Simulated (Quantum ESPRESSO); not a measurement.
# PtSe2 (Sudovikovite): phonons with LDA

PtSe2 (Sudovikovite):

```
CELL_PARAMETERS angstrom
3.72400 0.00000 0.00000
-1.86200 3.22508 0.00000
0.00000 0.00000 5.06200
ATOMIC_POSITIONS crystal
Pt 0.00000 0.00000 0.00000
Se 0.66667 0.33333 0.75000
Se 0.33333 0.66667 0.25000
```

* Program: Quantum ESPRESSO 7.5
* Task: phonons
* Functional: LDA
* Potentials or basis: GBRV 1.5 LDA
* Cutoff: 612 eV
* Density cutoff: 4898 eV
* k mesh: 8 × 8 × 4, shifted
* Occupations: fermi-dirac, width 0.05 eV
* Spin: no spin polarisation
* Form of the LDA correlation: PZ81
* Mixing beta: 0.5
* Most SCF iterations: 120
* SCF threshold: 6e-10 Ry

| Quantity | Value |
| --- | --- |
| Relaxed volume | 19.19 Å³/atom |
| Relaxed cell | a = 3.739 Å, b = 3.739 Å, c = 4.754 Å, α = 90.00°, β = 90.00°, γ = 120.00° |
| Space group after relaxing (to 0.05 Å) | P-3m1 (No. 164) |
| Pressure after relaxing | -0.1 GPa |
| Band gap on the k mesh | none (metal or under the smearing width) |
| Highest phonon frequency at Γ | 220 cm⁻¹ |

Step by step:
| step | energy change (eV) | largest force (eV/Å) | pressure (GPa) | volume (Å³) |
| --- | --- | --- | --- | --- |
| 1 | 0.0000 | 0.1850 | -0.71 | 60.80 |
| 2 | -0.0028 | 0.1892 | -0.53 | 60.58 |
| 3 | -0.0059 | 0.1873 | -0.41 | 60.36 |
| 4 | -0.0103 | 0.1764 | -0.30 | 60.07 |
| 5 | -0.0164 | 0.1560 | -0.19 | 59.66 |
| 6 | -0.0243 | 0.1207 | -0.04 | 59.09 |
| 7 | -0.0329 | 0.0552 | 0.19 | 58.27 |
| 8 | -0.0366 | 0.0682 | 0.55 | 57.16 |
| 9 | -0.0374 | 0.0424 | 0.26 | 57.48 |
| 10 | -0.0379 | 0.0336 | 0.06 | 57.60 |
| 11 | -0.0383 | 0.0240 | -0.05 | 57.64 |
| 12 | -0.0385 | 0.0109 | -0.07 | 57.62 |
| 13 | -0.0385 | 0.0028 | -0.03 | 57.58 |
| 14 | -0.0385 | 0.0008 | -0.01 | 57.57 |

Final structure:
```xyz
3
Lattice="3.7394 0.0000 0.0000 -1.8697 3.2384 0.0000 0.0000 0.0000 4.7539" Properties=species:S:1:pos:R:3 pbc="T T T"
Pt    0.0000    0.0000    0.0000
Se    1.8697    1.0795    3.4928
Se    0.0000    2.1590    1.2611
```

Levels at points of the mesh, in eV from the Fermi level:
| k point | band 10 | band 11 | band 12 | band 13 | band 14 | band 15 | band 16 | band 17 | band 18 | band 19 |
| --- | --- | --- | --- | --- | --- | --- | --- | --- | --- | --- |
| (0.00, 0.00, 0.12) | -4.04 | -2.62 | -1.28 | -1.28 | 0.25 | 1.20 | 1.20 | 3.22 | 4.51 | 7.07 |

Phonon frequencies in cm⁻¹ (negative: imaginary):
```tsv
q point	frequencies
(0.000, 0.000, 0.000)	-5 -5 -5 162 162 214 219 220 220
```

Optical modes at Γ, degenerate ones joined:
```
cm⁻¹  components  symmetry  active in
 162           2        Eg      Raman
 214           1       A1g      Raman
 219           1       A2u         IR
 220           2        Eu         IR
```

Wall time 20 min on 1 thread of Intel(R) Xeon(R) Platinum 8375C CPU @ 2.90GHz (Ice Lake), with other jobs on the host, peak memory 0.22 GiB.

Caveat: the mesh is thin for the phonons of a metal; the layers were relaxed without a dispersion term, so their spacing and the soft interlayer modes are unreliable. Spin-orbit coupling is left out, which matters for the levels of Pt.
